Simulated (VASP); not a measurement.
# BaTe: molecular dynamics with a thermostat

BaTe, Fm-3m (no. 225), 8 atoms in the cell. PBE, molecular dynamics; PAW potentials Ba_sv, Te (PBE set).

Ensemble: Nose-Hoover chain; Target temperature (K): 1600.

## Input

INCAR:
```
SYSTEM = BaTe
GGA = PE ; PREC = Normal
ENCUT = 200 ; EDIFF = 1E-6
NELMIN = 4 ; NELM = 60
ALGO = Normal ; LREAL = Auto
LASPH = .TRUE. ; ISMEAR = 0
SIGMA = 0.05 ; ISYM = 0
LWAVE = .FALSE. ; LCHARG = .FALSE.
IBRION = 0 ; NSW = 60
POTIM = 4.0 ; TEBEG = 1600
ISIF = 2 ; RANDOM_SEED = 882490 0 0
MDALGO = 4 ; NHC_NCHAINS = 3
NHC_PERIOD = 30 ; KPAR = 2
```

KPOINTS:
```
k-points
0
Monkhorst-Pack
  2 2 2
```

POSCAR:
```
BaTe
1.0
    6.8200000000      0.0000000000      0.0000000000
    0.0000000000      6.8200000000      0.0000000000
    0.0000000000      0.0000000000      6.8200000000
Ba Te
4 4
Direct
    0.0000000000      0.0000000000      0.0000000000
    0.0000000000      0.5000000000      0.5000000000
    0.5000000000      0.0000000000      0.5000000000
    0.5000000000      0.5000000000      0.0000000000
    0.5000000000      0.0000000000      0.0000000000
    0.5000000000      0.5000000000      0.5000000000
    0.0000000000      0.0000000000      0.5000000000
    0.0000000000      0.5000000000      0.0000000000
```

Commands:
```
cat potpaw_PBE.64/Ba_sv/POTCAR potpaw_PBE.64/Te/POTCAR > POTCAR
mpirun -np 2 vasp_std > vasp.out
```

## Result

- Mean temperature (K): 893
- Standard error of the mean temperature (K): 169
- Relative fluctuation of the kinetic energy: 0.508
- Canonical value of that fluctuation: 0.309
- Rise of the mean potential energy above the start (meV/atom): 126.9
- Electronic steps per ionic step after the first: 4.1

Course of the run:

| Time (fs) | Temperature (K) | Potential energy less the first (meV/atom) |
|---|---|---|
| 4 | 1600 | 0.0 |
| 24 | 1348 | 28.6 |
| 40 | 903 | 79.9 |
| 60 | 447 | 133.9 |
| 76 | 429 | 138.4 |
| 96 | 824 | 101.5 |
| 112 | 1237 | 68.1 |
| 132 | 1533 | 59.0 |
| 148 | 1422 | 91.0 |
| 168 | 864 | 170.9 |
| 184 | 360 | 234.5 |
| 204 | 177 | 258.1 |
| 220 | 515 | 223.2 |
| 240 | 1249 | 150.8 |

REPORT:
```
MDALGO =   4
           NHC_NCHAINS =   3
            NHC_PERIOD =    30
            NHC_NRESPA =    1
                NHC_NS =  1
               SCALING =       0
                 CNEXP =     9.000   14.000
           RANDOM_SEED =            882490                0                0

   original number of atomic DOF:         21
   number of independent constraints:      0
   number of active DOF:                  21

========================================
         MD step No.       1
========================================

  Atomic velocities initialized by STEP_tb

  >Nose-Hoover_chains
                       xs       vs(fs^-1)
   nhc_s>  -0.45835081E-11  -0.45830307E-11
   nhc_s>  -0.13889371E-03  -0.13889853E-03
   nhc_s>  -0.13888889E-03  -0.13886960E-03

  >Energies
                    E_tot             E_pot             E_kin               EPS                ES
   e_b>   -0.33123935E+02   -0.34571655E+02    0.14477207E+01    0.38296832E-04   -0.38300170E-04

  >Temperature
               T_sim     T_inst
   tmprt>   1600.000   1600.000

           RANDOM_SEED =            882490               48                0

[... steps left out ...]

========================================
         MD step No.      60
========================================

  >Nose-Hoover_chains
                       xs       vs(fs^-1)
   nhc_s>  -0.56754937E+00  -0.25005705E-02
   nhc_s>   0.14745801E+01   0.18000444E-01
   nhc_s>  -0.61700528E+00   0.13649461E-01

  >Energies
                    E_tot             E_pot             E_kin               EPS                ES
   e_b>   -0.33123341E+02   -0.33364983E+02    0.11297428E+01    0.63696439E+00   -0.15250652E+01

  >Temperature
               T_sim     T_inst
   tmprt>   1600.000   1248.575

           RANDOM_SEED =            882490               48                0
```

OSZICAR:
```
N       E                     dE             d eps       ncg     rms          rms(c)
DAV:   1     0.301129071989E+03    0.30113E+03   -0.15520E+04   312   0.668E+02
DAV:   2    -0.129745273972E+02   -0.31410E+03   -0.30487E+03   458   0.189E+02
DAV:   3    -0.340053560895E+02   -0.21031E+02   -0.20943E+02   368   0.533E+01
DAV:   4    -0.348498067057E+02   -0.84445E+00   -0.84382E+00   446   0.966E+00
DAV:   5    -0.348598530547E+02   -0.10046E-01   -0.10046E-01   386   0.113E+00    0.909E+00
DAV:   6    -0.345417039433E+02    0.31815E+00   -0.75509E-01   310   0.239E+00    0.616E+00
DAV:   7    -0.345676557061E+02   -0.25952E-01   -0.66574E-01   392   0.241E+00    0.119E+00
DAV:   8    -0.345672079754E+02    0.44773E-03   -0.84953E-02   322   0.826E-01    0.231E-01
DAV:   9    -0.345699491448E+02   -0.27412E-02   -0.42452E-03   334   0.251E-01    0.136E-01
DAV:  10    -0.345715013968E+02   -0.15523E-02   -0.14137E-03   304   0.148E-01    0.468E-02
DAV:  11    -0.345716495661E+02   -0.14817E-03   -0.22076E-04   360   0.511E-02    0.176E-02
DAV:  12    -0.345716547867E+02   -0.52206E-05   -0.12726E-05   334   0.140E-02    0.766E-03
[... left out ...]
     58 T=   943. E= -.33113606E+02 F= -.33129779E+02 E0= -.33129779E+02  EK= 0.86286E+00 SP= -.15E+01 SK= 0.65E+00
     59 T=  1097. E= -.33112740E+02 F= -.33249337E+02 E0= -.33249337E+02  EK= 0.10030E+01 SP= -.15E+01 SK= 0.65E+00
[... last step whole ...]
       N       E                     dE             d eps       ncg     rms          rms(c)
DAV:   1    -0.333649350847E+02   -0.11560E+00   -0.12884E-04   568   0.359E+00    0.216E-02
DAV:   2    -0.333649835996E+02   -0.48515E-04   -0.48637E-04   304   0.980E-02    0.122E-02
DAV:   3    -0.333649832857E+02    0.31388E-06   -0.34047E-06   304   0.860E-03    0.882E-03
DAV:   4    -0.333649829235E+02    0.36223E-06   -0.51854E-07   152   0.337E-03
     60 T=  1249. E= -.33112117E+02 F= -.33364983E+02 E0= -.33364983E+02  EK= 0.11410E+01 SP= -.15E+01 SK= 0.64E+00
```

Limits: 240 fs of 8 atoms are too short for converged averages.

VASP 6.6.1 took 262 s on 2 cores (AMD EPYC 7R43 (Zen 3)), a shared host.
